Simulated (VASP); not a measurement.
# F2 in VASP: a series of runs

Runs on F2. Level: PBE. Tasks: single point, relaxation of the atoms.

All numbers are computed with VASP 6.6.1; they aren't measurements. Logs are shortened: lines on timing, memory, paths and dates and some standing lists are left out, and cuts for length are marked.

## Step 1: The crystal as given

The cell holds a molecule_in_box, 2 atoms: a = 11.000 Å, b = 11.500 Å, c = 12.000 Å, α = 90.00°, β = 90.00°, γ = 90.00°.

## Step 2: Single point, PBE

Contents of INCAR:

```
PREC = Accurate
ENCUT = 520
EDIFF = 1E-6
ISMEAR = 0
SIGMA = 0.01
LREAL = F
LASPH = T
NELM = 80
ALGO = Normal
ISIF = 2
LWAVE = F
LCHARG = F
GGA = PE
NBANDS = 14
```

Contents of KPOINTS:

```
Automatic mesh
0
Gamma
  1 1 1
```

Contents of POSCAR:

```
F
1.0
   11.0000000000      0.0000000000      0.0000000000
    0.0000000000     11.5000000000      0.0000000000
    0.0000000000      0.0000000000     12.0000000000
F
2
Direct
    0.5000000000      0.5000000000      0.4410838832
    0.5000000000      0.5000000000      0.5589161168
```

Potentials or basis: VASP PAW PBE potentials, release 64 (F).

Launch:

```console
cat potpaw_PBE.64/F/POTCAR > POTCAR
mpirun -np 1 vasp_gam > vasp.out
```

OUTCAR:

```text
PREC = Accurate
   ENCUT = 520
   EDIFF = 1E-6
   ISMEAR = 0
   LREAL = F
   LASPH = T
   NELM = 80
   ISIF = 2
   GGA = PE

 ion  position               nearest neighbor table
   1  0.500  0.500  0.441-   2 1.41
   2  0.500  0.500  0.559-   1 1.41

  LATTYP: Found a simple orthorhombic cell.
 ALAT       =    11.0000000000
 B/A-ratio  =     1.0454545455
 C/A-ratio  =     1.0909090909

  Lattice vectors:

 A1 = (  11.0000000000,   0.0000000000,   0.0000000000)
 A2 = (   0.0000000000,  11.5000000000,   0.0000000000)
 A3 = (   0.0000000000,   0.0000000000,  12.0000000000)

Analysis of symmetry for initial positions (statically):
=====================================================================
 Subroutine PRICEL returns:
 Original cell was already a primitive cell.

 Routine SETGRP: Setting up the symmetry group for a
 simple orthorhombic supercell.

 Subroutine GETGRP returns: Found  8 space group operations
 (whereof  8 operations were pure point group operations)
 out of a pool of  8 trial point group operations.

The static configuration has the point symmetry D_2h.

Analysis of symmetry for dynamics (positions and initial velocities):
=====================================================================
 Subroutine PRICEL returns:
 Original cell was already a primitive cell.

 Routine SETGRP: Setting up the symmetry group for a
 simple orthorhombic supercell.

 Subroutine GETGRP returns: Found  8 space group operations
 (whereof  8 operations were pure point group operations)
 out of a pool of  8 trial point group operations.

The dynamic configuration has the point symmetry D_2h.

 Subroutine INISYM returns: Found  8 space group operations
 (whereof  8 operations are pure point group operations),
 and found     1 'primitive' translations

----------------------------------------------------------------------------------------

                                     Primitive cell

  volume of cell :    1518.0000

  direct lattice vectors                    reciprocal lattice vectors
    11.000000000  0.000000000  0.000000000     0.090909091  0.000000000  0.000000000
     0.000000000 11.500000000  0.000000000     0.000000000  0.086956522  0.000000000
     0.000000000  0.000000000 12.000000000     0.000000000  0.000000000  0.083333333

  length of vectors
    11.000000000 11.500000000 12.000000000     0.090909091  0.086956522  0.083333333

  position of ions in fractional coordinates (direct lattice)
     0.500000000  0.500000000  0.441083883
     0.500000000  0.500000000  0.558916117

  ion indices of the primitive-cell ions
   primitive index   ion index
                 1           1
                 2           2

----------------------------------------------------------------------------------------

 KPOINTS: Automatic mesh

Automatic generation of k-mesh.
 Grid dimensions read from file:
 generate k-points for:    1    1    1

 Generating k-lattice:

  Cartesian coordinates                     Fractional coordinates (reciprocal lattice)
     0.090909091  0.000000000  0.000000000     1.000000000  0.000000000  0.000000000
     0.000000000  0.086956522  0.000000000     0.000000000  1.000000000  0.000000000
     0.000000000  0.000000000  0.083333333     0.000000000  0.000000000  1.000000000

  Length of vectors
     0.090909091  0.086956522  0.083333333

  Shift w.r.t. Gamma in fractional coordinates (k-lattice)
     0.000000000  0.000000000  0.000000000

 Subroutine IBZKPT returns following result:
 ===========================================

 Found      1 irreducible k-points:

 Following reciprocal coordinates:
            Coordinates               Weight
  0.000000  0.000000  0.000000      1.000000
   k-points           NKPTS =      1   k-points in BZ     NKDIM =      1   number of bands    NBANDS=     14
   number of dos      NEDOS =    301   number of ions     NIONS =      2
   total plane-waves  NPLWV = 680400
   dimension x,y,z NGX =    84 NGY =   90 NGZ =   90
   dimension x,y,z NGXF=   168 NGYF=  180 NGZF=  180
   ions per type =               2
   NGX,Y,Z   is equivalent  to a cutoff of  12.70, 13.01, 12.47 a.u.
   NGXF,Y,Z  is equivalent  to a cutoff of  25.39, 26.02, 24.94 a.u.
 SYSTEM =  unknown system
   PREC   = accura    normal or accurate (medium, high low for compatibility)
   ISTART =      0    job   : 0-new  1-cont  2-samecut
   ICHARG =      2    charge: 1-file 2-atom 10-const
   ISPIN  =      1    spin polarized calculation?
   LNONCOLLINEAR =      F non collinear calculations
   LSORBIT =      F    spin-orbit coupling
   LASPH  =      T    aspherical Exc in radial PAW
   ENCUT  =  520.0 eV  38.22 Ry    6.18 a.u.  20.45 21.38 22.31*2*pi/ulx,y,z
   NELM   =     80;   NELMIN=  2; NELMDL= -5     # of ELM steps
   EDIFF  = 0.1E-05   stopping-criterion for ELM
   LREAL  =      F    real-space projection
   EDIFFG = 0.1E-04   stopping-criterion for IOM
   NSW    =      0    number of steps for IOM
   IBRION =     -1    ionic relax: 0-MD 1-quasi-New 2-CG
   NFREE  =      0    steps in history (QN), initial steepest desc. (CG)
   ISIF   =      2    stress and relaxation
   ISYM   =      2    0-nonsym 1-usesym 2-fastsym
   POTIM  = 0.5000    time-step for ionic-motion
   TEBEG  =    0.0;   TEEND  =   0.0 temperature during run
   PSTRESS=    0.0 pullay stress
   NELECT =      14.0000    total number of electrons
   NUPDOWN=      -1.0000    fix difference up-down
   EMIN   =  10.00;   EMAX   =-10.00  energy-range for DOS
   EFERMI =   0.00;   METHOD = LEGACY
   ISMEAR =     0;   SIGMA  =   0.01  broadening in eV -4-tet -1-fermi 0-gaus
   EFERMI_NEDOS =   21; number of points for ismear=-14 and -15
   IALGO  =     38    algorithm
   IMIX   =      4    mixing-type and parameters
     AMIX     =   0.40;   BMIX     =  1.00
     AMIX_MAG =   1.60;   BMIX_MAG =  1.00
  volume/ion in A,a.u.               =     759.00      5121.98
  Fermi-wavevector in a.u.,A,eV,Ry     =   0.343316  0.648772  1.603659  0.117866
  Thomas-Fermi vector in A             =   1.249398
   LORBIT       =      0    0 simple, 1 ext, 2 COOP (PROOUT), +10 PAW based schemes
   GGA     = PE    functional components
   LHFCALC =     F    Hartree Fock is set to
   AEXX    =    0.0000 exact exchange contribution
   IVDW    =     0    specifies the selected vdW correction
   LEPSILON=     F    determine dielectric tensor
   LRPA    =     F    only Hartree local field effects (RPA)
 non-spin polarized calculation
 Gauss-broadening in eV      SIGMA  =   0.01
  energy-cutoff  :      520.00
  volume of cell :     1518.00
 maximum number of plane-waves:     20458
 NGX is ok and might be reduce to    84
   NGX = 41   NGY = 43   NGZ = 45

 number of electron      14.0000004 magnetization

 Free energy of the ion-electron system (eV)
  ---------------------------------------------------
  ext. energy  EPLUGINS =         0.00000000
  ---------------------------------------------------
  free energy    TOTEN  =        -3.61642629 eV

  energy without entropy =       -3.61642629  energy(sigma->0) =       -3.61642629

 E-fermi :  -9.3081     XC(G=0):  -0.3632

 val. band max:       -9.3698820041   @ k =   0.0000   0.0000   0.0000
 cond. band min:      -5.8354812266   @ k =   0.0000   0.0000   0.0000
 fundamental gap:      3.5344007775
 Fermi energy:        -9.3080990817

 k-point     1 :       0.0000    0.0000    0.0000
  band No.  band energies     occupation
      1     -33.9502      2.00000
      2     -27.6335      2.00000
      3     -15.3195      2.00000
      4     -12.7408      2.00000
      5     -12.7407      2.00000
      6      -9.3699      2.00000
      7      -9.3699      2.00000
      8      -5.8355      0.00000
      9      -0.2566      0.00000
     10       0.7319      0.00000
     11       0.8341      0.00000
     12       0.9503      0.00000
     13       1.0380      0.00000
     14       1.0777      0.00000

------------------------ aborting loop because EDIFF is reached ----------------------------------------

  FORCE on cell =-STRESS in cart. coord.  units (eV):
  Direction    XX          YY          ZZ          XY          YZ          ZX
  --------------------------------------------------------------------------------------
  -------------------------------------------------------------------------------------
  Total       -0.1123333     -0.1127045      0.4377912      0.0000000      0.0000000      0.0000000
  in kB       -0.1185625     -0.1189543      0.4620679      0.0000000      0.0000000      0.0000000
  external PRESSURE =       0.0748504 kB  Pullay stress =       0.0000000 kB

 VOLUME and BASIS-vectors are now :
 -----------------------------------------------------------------------------
  energy-cutoff  :      520.00
  volume of cell :     1518.00
      direct lattice vectors                 reciprocal lattice vectors
    11.000000000  0.000000000  0.000000000     0.090909091  0.000000000  0.000000000
     0.000000000 11.500000000  0.000000000     0.000000000  0.086956522  0.000000000
     0.000000000  0.000000000 12.000000000     0.000000000  0.000000000  0.083333333

 POSITION                                       TOTAL-FORCE (eV/Angst)
 -----------------------------------------------------------------------------------
      5.50000      5.75000      5.29301         0.000000      0.000000     -0.375448
      5.50000      5.75000      6.70699         0.000000      0.000000      0.375448
 -----------------------------------------------------------------------------------
    total drift:                                0.000000      0.000000     -0.000000

  FREE ENERGIE OF THE ION-ELECTRON SYSTEM (eV)
  ---------------------------------------------------
  free  energy   TOTEN  =        -3.6164262890 eV

  energy  without entropy=       -3.6164262890  energy(sigma->0) =       -3.61642629
```

It took 64 s on 1 thread of Intel Xeon 6975P-C (Granite Rapids), shared host; peak memory 1.1 GiB.

What came out:

| Property | Result |
| --- | --- |
| Free energy | -3.6164 eV |
| Largest force | 0.375 eV/Å |
| Gap between the frontier levels | 3.53 eV |

Forces on the atoms (eV/Å):
```
F    0.000  0.000 -0.375
F    0.000  0.000  0.375
```

Expect the measured gap to be larger: semilocal functionals such as PBE lack the derivative discontinuity.

## Step 3: Relaxation of the atoms, PBE

Contents of INCAR:

```
SYSTEM = F
  ALGO = Normal
  EDIFF = 1E-6
  EDIFFG = -0.005
  ENCUT = 520
  GGA = PE
  IBRION = 2
  ISIF = 2
  ISMEAR = 0
  LASPH = .TRUE.
  LCHARG = .FALSE.
  LREAL = .FALSE.
  LWAVE = .FALSE.
  NELM = 60
  NSW = 50
  PREC = Accurate
  SIGMA = 0.01
```

Contents of KPOINTS:

```
k-points
0
G
  1 1 1
  0 0 0
```

Contents of POSCAR:

```
F
1.0
   11.0000000000      0.0000000000      0.0000000000
    0.0000000000     11.5000000000      0.0000000000
    0.0000000000      0.0000000000     12.0000000000
F
2
Direct
    0.5000000000      0.5000000000      0.4408333333
    0.5000000000      0.5000000000      0.5591666667
```

Potentials or basis: VASP PAW PBE potentials, release 64 (F).

Launch:

```console
cat potpaw_PBE.64/F/POTCAR > POTCAR
mpirun -np 1 vasp_gam > vasp.out
```

OUTCAR:

```text
SYSTEM = F
   EDIFF = 1E-6
   EDIFFG = -0.005
   ENCUT = 520
   GGA = PE
   IBRION = 2
   ISIF = 2
   ISMEAR = 0
   LASPH = .TRUE.
   LREAL = .FALSE.
   NELM = 60
   NSW = 50
   PREC = Accurate

 ion  position               nearest neighbor table
   1  0.500  0.500  0.441-   2 1.42
   2  0.500  0.500  0.559-   1 1.42

  LATTYP: Found a simple orthorhombic cell.
 ALAT       =    11.0000000000
 B/A-ratio  =     1.0454545455
 C/A-ratio  =     1.0909090909

  Lattice vectors:

 A1 = (  11.0000000000,   0.0000000000,   0.0000000000)
 A2 = (   0.0000000000,  11.5000000000,   0.0000000000)
 A3 = (   0.0000000000,   0.0000000000,  12.0000000000)
[... 161 lines left out ...]
  -------------------------------------------------------------------------------------
  Total       -0.1122186     -0.1125799      0.1303347      0.0000000      0.0000000      0.0000000
  in kB       -0.1184415     -0.1188228      0.1375622      0.0000000      0.0000000      0.0000000
  external PRESSURE =      -0.0332340 kB  Pullay stress =       0.0000000 kB
[... 59 lines left out ...]
--------------------------------------- Ionic step        3  -------------------------------------------

 number of electron      14.0000004 magnetization

 Free energy of the ion-electron system (eV)
  ---------------------------------------------------
  ext. energy  EPLUGINS =         0.00000000
  ---------------------------------------------------
  free energy    TOTEN  =        -3.61837419 eV

  energy without entropy =       -3.61837419  energy(sigma->0) =       -3.61837419

 E-fermi :  -9.3443     XC(G=0):  -0.3672

 val. band max:       -9.4133684169   @ k =   0.0000   0.0000   0.0000
 cond. band min:      -6.0060834811   @ k =   0.0000   0.0000   0.0000
 fundamental gap:      3.4072849359
 Fermi energy:        -9.3443320810

 k-point     1 :       0.0000    0.0000    0.0000
  band No.  band energies     occupation
      1     -33.8173      2.00000
      2     -27.7028      2.00000
      3     -15.2784      2.00000
      4     -12.6891      2.00000
      5     -12.6891      2.00000
      6      -9.4134      2.00000
      7      -9.4134      2.00000
      8      -6.0061      0.00000
      9      -0.2611      0.00000
     10       0.7416      0.00000
     11       0.8347      0.00000
[... 27 lines left out ...]
  FREE ENERGIE OF THE ION-ELECTRON SYSTEM (eV)
  ---------------------------------------------------
  free  energy   TOTEN  =        -3.6183741905 eV

  energy  without entropy=       -3.6183741905  energy(sigma->0) =       -3.61837419

 reached required accuracy - stopping structural energy minimisation
```

CONTCAR:

```text
F
   1.00000000000000
    11.0000000000000000    0.0000000000000000    0.0000000000000000
     0.0000000000000000   11.5000000000000000    0.0000000000000000
     0.0000000000000000    0.0000000000000000   12.0000000000000000
  F
     2
Direct
     0.5000000000000000    0.5000000000000000    0.4406469469366691
     0.5000000000000000    0.5000000000000000    0.5593530530633309

  0.00000000E+00  0.00000000E+00  0.00000000E+00
  0.00000000E+00  0.00000000E+00  0.00000000E+00
```

Wall time 1.9 min (1 thread of Intel Xeon 6975P-C (Granite Rapids), shared host); peak memory 1.2 GiB.

Results:

| Item | Value |
| --- | --- |
| Free energy | -3.6184 eV |
| Energy gained by relaxing | 0.2 meV/atom |
| Ionic steps | 3 |
| Gap between the frontier levels | 3.41 eV |

Step by step:
```
step  energy change (eV)  largest force (eV/Å)  pressure (GPa)
   1              0.0000                0.1572            0.00
   2              0.0016                0.3591           -0.03
   3             -0.0004                0.0000           -0.01
```

Final structure:
```yaml
crystal:
  lattice:
    - [11.00000, 0.00000, 0.00000]
    - [0.00000, 11.50000, 0.00000]
    - [0.00000, 0.00000, 12.00000]
  atoms:
    - { symbol: F, position: [0.50000, 0.50000, 0.44065] }
    - { symbol: F, position: [0.50000, 0.50000, 0.55935] }
```
